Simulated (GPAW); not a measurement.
Write an ASE script for GPAW 26.7.0 that does the following.

- Task: equation of state
- Functional: WC
- Potentials or basis: PAW data sets generated in the run's folder for this functional
- Cutoff: 800 eV
- Basis: pw
- k mesh: 8 × 8 × 8
- Occupations: fermi-dirac, width 0.05 eV
- Spin: no spin polarisation
- Maxiter: 150
- Eos scales: [0.94, 0.96, 0.98, 1.0, 1.02, 1.04, 1.06]

The structure of BAs lies in POSCAR:

```
BAs
1.0
    0.0000000000      2.3885000000      2.3885000000
    2.3885000000      0.0000000000      2.3885000000
    2.3885000000      2.3885000000      0.0000000000
As B
1 1
Direct
    0.7500000000      0.7500000000      0.7500000000
    0.0000000000      0.0000000000      0.0000000000
```

The input as run:

run.py

```python
from ase.eos import EquationOfState
from ase.io import Trajectory, read
from ase.units import GPa
from gpaw import GPAW, PW, setup_paths

setup_paths.insert(0, '.')

atoms = read('POSCAR')

traj = Trajectory('eos.traj', 'w')
volumes, energies = [], []
for x in [0.94, 0.96, 0.98, 1.0, 1.02, 1.04, 1.06]:
    a = atoms.copy()
    a.set_cell(atoms.cell * x**(1 / 3), scale_atoms=True)
    calc = GPAW(mode=PW(800),
                xc='WC',
                kpts={'size': (8, 8, 8), 'gamma': True},
                occupations={'name': 'fermi-dirac', 'width': 0.05},
                nbands=11,
                convergence={'density': 1e-05, 'energy': 1e-05},
                maxiter=150,
                txt=f'eos-{x:.2f}.txt')
    a.calc = calc
    energies.append(a.get_potential_energy(force_consistent=True))
    volumes.append(a.get_volume())
    p = -a.get_stress()[:3].mean() / GPa
    calc.write(f'eos-{x:.2f}.gpw')
    traj.write(a)
    print(f'{x:.2f} {volumes[-1]:10.4f} A^3 {energies[-1]:14.6f} eV {p:9.3f} GPa', flush=True)

v0, e0, B = EquationOfState(volumes, energies, eos='birchmurnaghan').fit()
print(f'V0 = {v0:.4f} A^3, E0 = {e0:.6f} eV, B0 = {B / GPa:.2f} GPa')
```

Potentials or basis: PAW data sets generated in the run's folder for this functional, pw.

Run with:

```sh
$ gpaw-setup -f WC As B
$ OMP_NUM_THREADS=1 python run.py
```

It gave:

```yaml
Equilibrium_volume: 13.63 Å³/atom
Bulk_modulus: 141 GPa
Pressure_derivative_of_the_bulk_modulus: 4.1
```

Wall time 71 s on 1 thread of Arm Neoverse V1 (shared host), peak memory 0.19 GiB.
